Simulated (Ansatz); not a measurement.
Program: Ansatz. Geometries: PBE0-D4/def2-TZVP. ΔE: electronic, gas phase. CBS: MP2 limit from def2 TZ/QZ plus the TZ coupled-cluster correction, frozen cores. This one scheme is used for every species. DFT in def2-TZVPP. B3LYP here is the variant with VWN-RPA as its local correlation; programs differ in this.

`FC1=CC=CC1` + H₂ → `C1=CCC=C1` + H–F  (hydrogenolysis of a C–F bond)

(1) Is it downhill or uphill in electronic energy at CCSD(T)/CBS, and by how much? (Best estimate.)

(2) What do these levels give: PBE-D4, B3LYP-D4, B3LYP, HF/def2-TZVPP, MP2/def2-TZVPP, MP2/CBS(def2)? (Best estimate.)

Largest T1 diagnostic among the species: 0.012.

## Answers

(1) The calculation gave: Downhill: ΔE = -1.09 eV.

(2) Computed: PBE-D4 -0.87, B3LYP-D4 -0.92, B3LYP -0.94, HF/def2-TZVPP -1.05, MP2/def2-TZVPP -1.11, MP2/CBS(def2) -1.15 eV.

From PBE to PBE0 (25 % exact exchange), in def2-TZVPP and without D4, ΔE moves by −0.09 eV.
